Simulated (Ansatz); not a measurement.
# TiTe: the cost of one run

Computed with Ansatz 0.2.0 (DFT PBE, scalar-relativistic, plane waves, PAW, unless a step's input says otherwise).

1 further run of the same task is left out (it didn't finish).

### 1 The starting structure

Symmetry: P6/mmm, No. 191, hexagonal system. Conventional cell: a = 3.450 Å, b = 3.450 Å, c = 5.835 Å, α = 90.00°, β = 90.00°, γ = 120.00°. Ti (site symmetry 6/mmm) is surrounded by 2 Te at 2.92 Å. Te (site symmetry 6/mmm) is surrounded by 2 Ti at 2.92 Å.

As a file:

```cif
data_structure
_symmetry_space_group_name_H-M 'P 1'
_symmetry_Int_Tables_number 1
_cell_length_a 3.4500
_cell_length_b 3.4500
_cell_length_c 5.8351
_cell_angle_alpha 90.000
_cell_angle_beta 90.000
_cell_angle_gamma 120.000
_cell_volume 60.15
loop_
_atom_site_label
_atom_site_type_symbol
_atom_site_fract_x
_atom_site_fract_y
_atom_site_fract_z
_atom_site_occupancy
Ti1 Ti 0.00000 0.00000 0.50000 1
Te1 Te 0.00000 0.00000 0.00000 1
```

The cell is invented: random cell by space group and Wyckoff sites (P6/mmm, No. 191). The dimensions are guesses.

### 2 The guess as it stands, on a coarse mesh

input.yaml reads:

```yaml
crystal:
  lattice:
    - [3.45002427, 0.0, 0.0]
    - [-1.72501213, 2.98780866, 0.0]
    - [0.0, 0.0, 5.83512578]
  atoms:
    - { symbol: Ti, position: [0.0, 0.0, 0.5] }
    - { symbol: Te, position: [0.0, 0.0, 0.0] }
basis:
  ecutwfc: 420
kpoints:
  mp_grid: { grid: [6, 6, 4] }
hamiltonian:
  xc: pbe
scf:
  occupations: { method: gaussian, width: 0.1 }
  lower_state_search: "off"
output:
  forces: true
  stress: true
  eigenvalues: true
```

Launch:

```
$ ansatz run input.yaml --threads 1 --pin off --max-ram 2560MiB --backend cpu --events-out ev --progress --plain --runs-dir out
```

What time and memory should one allow on 1 thread of Intel Xeon at 2.70GHz, shared host?

About 2.1 s, with a peak of 0.34 GiB.
